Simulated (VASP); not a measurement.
# Ru (P6_3/mmc) in VASP: relaxation of cell and atoms with PBE

Aim: the relaxation of cell and atoms of Ru with PBE.

Everything below comes from runs of VASP 6.6.1. Logs are shortened: lines on timing, memory, paths and dates and some standing lists are left out, and cuts for length are marked.

### 1 The structure

It takes space group P6_3/mmc (No. 194, hexagonal). The conventional cell has a = 2.706 Å, b = 2.706 Å, c = 4.282 Å, α = 90.00°, β = 90.00°, γ = 120.00°. Ru (site symmetry -6m2) is surrounded by 12 Ru at 2.65 to 2.71 Å.

### 2 Relaxation of cell and atoms, PBE

INCAR reads:

```
PREC = Accurate ; ENCUT = 600
EDIFF = 1E-7 ; ISMEAR = 0
SIGMA = 0.1 ; LREAL = False
LASPH = True ; NELM = 100
ALGO = Normal ; ISIF = 3
LWAVE = False ; LCHARG = False
GGA = PE ; IBRION = 2
NSW = 80 ; EDIFFG = -0.004
```

KPOINTS reads:

```
regular mesh
0
Gamma
  18 18 10
```

POSCAR reads:

```
Ru
1.0
    2.7058000000      0.0000000000      0.0000000000
   -1.3529000000      2.3432915400      0.0000000000
    0.0000000000      0.0000000000      4.2819000000
Ru
2
Direct
    0.3333333300      0.6666666700      0.2500000000
    0.6666666700      0.3333333300      0.7500000000
```

Potentials or basis: VASP PAW PBE potentials, release 64 (Ru_pv).

The run is started by

```console
> cat potpaw_PBE.64/Ru_pv/POTCAR > POTCAR
> mpirun -np 1 vasp_std > vasp.out
```

OUTCAR:

```text
PREC = Accurate
   ENCUT = 600
   EDIFF = 1E-7
   ISMEAR = 0
   LREAL = False
   LASPH = True
   NELM = 100
   ISIF = 3
   GGA = PE
   IBRION = 2
   NSW = 80
   EDIFFG = -0.004

 ion  position               nearest neighbor table
   1  0.333  0.667  0.250-   2 2.65   2 2.65   2 2.65   2 2.65   2 2.65   2 2.65
   2  0.667  0.333  0.750-   1 2.65   1 2.65   1 2.65   1 2.65   1 2.65   1 2.65

  LATTYP: Found a hexagonal cell.
 ALAT       =     2.7058000000
 C/A-ratio  =     1.5824894671

  Lattice vectors:

 A1 = (   2.7058000000,   0.0000000000,   0.0000000000)
 A2 = (  -1.3529000000,   2.3432915400,   0.0000000000)
 A3 = (   0.0000000000,   0.0000000000,   4.2819000000)

Analysis of symmetry for initial positions (statically):
=====================================================================
 Subroutine PRICEL returns:
 Original cell was already a primitive cell.

 Routine SETGRP: Setting up the symmetry group for a
 hexagonal supercell.

 Subroutine GETGRP returns: Found 24 space group operations
 (whereof 12 operations were pure point group operations)
 out of a pool of 24 trial point group operations.

The static configuration has the point symmetry D_3d.
 The point group associated with its full space group is D_6h.

Analysis of symmetry for dynamics (positions and initial velocities):
=====================================================================
 Subroutine PRICEL returns:
 Original cell was already a primitive cell.

 Routine SETGRP: Setting up the symmetry group for a
 hexagonal supercell.

 Subroutine GETGRP returns: Found 24 space group operations
 (whereof 12 operations were pure point group operations)
 out of a pool of 24 trial point group operations.

The dynamic configuration has the point symmetry D_3d.
 The point group associated with its full space group is D_6h.

 Subroutine INISYM returns: Found 24 space group operations
 (whereof 12 operations are pure point group operations),
 and found     1 'primitive' translations

----------------------------------------------------------------------------------------

                                     Primitive cell

  volume of cell :      27.1493

  direct lattice vectors                    reciprocal lattice vectors
     2.705800000  0.000000000  0.000000000     0.369576465  0.213375072  0.000000000
    -1.352900000  2.343291540  0.000000000     0.000000000  0.426750143  0.000000000
     0.000000000  0.000000000  4.281900000     0.000000000  0.000000000  0.233541185

  length of vectors
     2.705800000  2.705800002  4.281900000     0.426750143  0.426750143  0.233541185

  position of ions in fractional coordinates (direct lattice)
     0.333333330  0.666666670  0.250000000
     0.666666670  0.333333330  0.750000000

  ion indices of the primitive-cell ions
   primitive index   ion index
                 1           1
                 2           2

----------------------------------------------------------------------------------------

 KPOINTS: regular mesh

Automatic generation of k-mesh.
 Grid dimensions read from file:
 generate k-points for:   18   18   10

 Generating k-lattice:

  Cartesian coordinates                     Fractional coordinates (reciprocal lattice)
     0.020532026  0.011854171  0.000000000     0.055555556  0.000000000  0.000000000
     0.000000000  0.023708341  0.000000000     0.000000000  0.055555556  0.000000000
     0.000000000  0.000000000  0.023354118     0.000000000  0.000000000  0.100000000

  Length of vectors
     0.023708341  0.023708341  0.023354118

  Shift w.r.t. Gamma in fractional coordinates (k-lattice)
     0.000000000  0.000000000  0.000000000

 Subroutine IBZKPT returns following result:
 ===========================================

 Found    222 irreducible k-points:

 Following reciprocal coordinates:
            Coordinates               Weight
  0.000000  0.000000  0.000000      1.000000
  0.055556 -0.000000  0.000000      6.000000
  0.111111 -0.000000  0.000000      6.000000
  0.166667 -0.000000  0.000000      6.000000
  0.222222  0.000000  0.000000      6.000000
  0.277778 -0.000000  0.000000      6.000000
[... 16 lines left out ...]
  0.333333  0.111111  0.000000     12.000000
  0.388889  0.111111  0.000000     12.000000
 [... further k-points ...]
   k-points           NKPTS =    222   k-points in BZ     NKDIM =    222   number of bands    NBANDS=     18
   number of dos      NEDOS =    301   number of ions     NIONS =      2
   total plane-waves  NPLWV =  20736
   dimension x,y,z NGX =    24 NGY =   24 NGZ =   36
   dimension x,y,z NGXF=    48 NGYF=   48 NGZF=   72
   ions per type =               2
   NGX,Y,Z   is equivalent  to a cutoff of  14.75, 14.75, 13.98 a.u.
   NGXF,Y,Z  is equivalent  to a cutoff of  29.49, 29.49, 27.95 a.u.
 SYSTEM =  unknown system
   PREC   = accura    normal or accurate (medium, high low for compatibility)
   ISTART =      0    job   : 0-new  1-cont  2-samecut
   ICHARG =      2    charge: 1-file 2-atom 10-const
   ISPIN  =      1    spin polarized calculation?
   LNONCOLLINEAR =      F non collinear calculations
   LSORBIT =      F    spin-orbit coupling
   LASPH  =      T    aspherical Exc in radial PAW
   ENCUT  =  600.0 eV  44.10 Ry    6.64 a.u.   5.40  5.40  8.55*2*pi/ulx,y,z
   NELM   =    100;   NELMIN=  2; NELMDL= -5     # of ELM steps
   EDIFF  = 0.1E-06   stopping-criterion for ELM
   LREAL  =      F    real-space projection
   EDIFFG = -.4E-02   stopping-criterion for IOM
   NSW    =     80    number of steps for IOM
   IBRION =      2    ionic relax: 0-MD 1-quasi-New 2-CG
   NFREE  =      1    steps in history (QN), initial steepest desc. (CG)
   ISIF   =      3    stress and relaxation
   ISYM   =      2    0-nonsym 1-usesym 2-fastsym
   POTIM  = 0.5000    time-step for ionic-motion
   TEBEG  =    0.0;   TEEND  =   0.0 temperature during run
   PSTRESS=    0.0 pullay stress
   NELECT =      28.0000    total number of electrons
   NUPDOWN=      -1.0000    fix difference up-down
   EMIN   =  10.00;   EMAX   =-10.00  energy-range for DOS
   EFERMI =   0.00;   METHOD = LEGACY
   ISMEAR =     0;   SIGMA  =   0.10  broadening in eV -4-tet -1-fermi 0-gaus
   EFERMI_NEDOS =   21; number of points for ismear=-14 and -15
   IALGO  =     38    algorithm
   IMIX   =      4    mixing-type and parameters
     AMIX     =   0.40;   BMIX     =  1.00
     AMIX_MAG =   1.60;   BMIX_MAG =  1.00
  volume/ion in A,a.u.               =      13.57        91.61
  Fermi-wavevector in a.u.,A,eV,Ry     =   1.654022  3.125649 37.222674  2.735789
  Thomas-Fermi vector in A             =   2.742361
   LORBIT       =      0    0 simple, 1 ext, 2 COOP (PROOUT), +10 PAW based schemes
   GGA     = PE    functional components
   LHFCALC =     F    Hartree Fock is set to
   AEXX    =    0.0000 exact exchange contribution
   IVDW    =     0    specifies the selected vdW correction
   LEPSILON=     F    determine dielectric tensor
   LRPA    =     F    only Hartree local field effects (RPA)
 conjugate gradient relaxation of ions
 non-spin polarized calculation
 Gauss-broadening in eV      SIGMA  =   0.10
  energy-cutoff  :      600.00
  volume of cell :       27.15
 maximum number of plane-waves:       935
 NGX is ok and might be reduce to    24
   NGX = 11   NGY = 11   NGZ = 17

--------------------------------------- Ionic step        1  -------------------------------------------

 number of electron      28.0000002 magnetization

 Free energy of the ion-electron system (eV)
  ---------------------------------------------------
  ext. energy  EPLUGINS =         0.00000000
  ---------------------------------------------------
  free energy    TOTEN  =       -18.46672418 eV

  energy without entropy =      -18.45762926  energy(sigma->0) =      -18.46217672

------------------------ aborting loop because EDIFF is reached ----------------------------------------

  FORCE on cell =-STRESS in cart. coord.  units (eV):
  Direction    XX          YY          ZZ          XY          YZ          ZX
  --------------------------------------------------------------------------------------
  -------------------------------------------------------------------------------------
  Total        0.7632718      0.7632718      0.6814900     -0.0000000      0.0000000     -0.0000000
  in kB       45.0434110     45.0434111     40.2171720     -0.0000000      0.0000000     -0.0000000
  external PRESSURE =      43.4346647 kB  Pullay stress =       0.0000000 kB
[... 165 lines left out ...]
  energy  without entropy=      -18.4623493598  energy(sigma->0) =      -18.46700796

--------------------------------------- Ionic step        6  -------------------------------------------

 number of electron      28.0000004 magnetization

 Free energy of the ion-electron system (eV)
  ---------------------------------------------------
  ext. energy  EPLUGINS =         0.00000000
  ---------------------------------------------------
  free energy    TOTEN  =       -18.47167506 eV

  energy without entropy =      -18.46236847  energy(sigma->0) =      -18.46702176

 E-fermi :  12.5942     XC(G=0): -14.0372

 val. band max:       12.5917866344   @ k =   0.1667   0.1111   0.3000
 cond. band min:      12.5969412053   @ k =   0.4444   0.1111   0.5000
 fundamental gap:      0.0051545709
 Fermi energy:        12.5942445608

 k-point     1 :       0.0000    0.0000    0.0000
  band No.  band energies     occupation
      1     -30.9996      2.00000
      2     -30.1052      2.00000
      3     -30.1052      2.00000
      4     -29.9405      2.00000
      5     -29.9405      2.00000
      6     -29.9012      2.00000
[... 10 lines left out ...]
     17      13.7593      0.00000
     18      13.8985      0.00000
[... 466 lines left out ...]
      2     -30.5947      2.00000
      3     -30.5399      2.00000
      4     -30.3603      2.00000
      5     -30.1806      2.00000
      6     -30.1047      2.00000
[... 10 lines left out ...]
     17      16.2802      0.00000
     18      19.8904      0.00000

 [... further k-points ...]

------------------------ aborting loop because EDIFF is reached ----------------------------------------

  FORCE on cell =-STRESS in cart. coord.  units (eV):
  Direction    XX          YY          ZZ          XY          YZ          ZX
  --------------------------------------------------------------------------------------
  -------------------------------------------------------------------------------------
  Total        0.0058716      0.0058716      0.0023962      0.0000000      0.0000000      0.0000000
  in kB        0.3418988      0.3418988      0.1395306      0.0000000      0.0000000      0.0000000
  external PRESSURE =       0.2744427 kB  Pullay stress =       0.0000000 kB
[... 17 lines left out ...]
  FREE ENERGIE OF THE ION-ELECTRON SYSTEM (eV)
  ---------------------------------------------------
  free  energy   TOTEN  =       -18.4716750646 eV

  energy  without entropy=      -18.4623684653  energy(sigma->0) =      -18.46702176

 reached required accuracy - stopping structural energy minimisation
```

Wall time 2.9 min (1 thread of Intel Xeon 6975P-C (Granite Rapids), shared host); peak memory 0.24 GiB.

Results:

```
Free energy                            : -18.4717 eV
Relaxed volume                         : 13.76 Å³/atom
Relaxed cell                           : a = 2.719 Å, b = 2.719 Å, c = 4.296 Å, α = 90.00°, β = 90.00°, γ = 120.00°
Space group after relaxing (to 0.05 Å) : P6_3/mmc (No. 194)
Energy gained by relaxing              : 2.5 meV/atom
Ionic steps                            : 6
Pressure after relaxing                : 0.0 GPa
Band gap on the k mesh                 : none (metal or under the smearing width)
```

The path:
```
step  energy change (eV)  largest force (eV/Å)  pressure (GPa)  volume (Å³)
   1              0.0000                0.0000            4.34        27.15
   2              0.0352                0.0000          -11.20        28.62
   3             -0.0049                0.0000           -0.08        27.52
   4             -0.0049                0.0000            0.01        27.51
   5             -0.0049                0.0000            0.03        27.52
   6             -0.0050                0.0000            0.03        27.52
```

Final structure:
```
Ru
1.0
     2.71943    0.00000    0.00000
    -1.35972    2.35510    0.00000
     0.00000    0.00000    4.29618
Ru
2
Direct
  0.33333 0.66667 0.25000
  0.66667 0.33333 0.75000
```
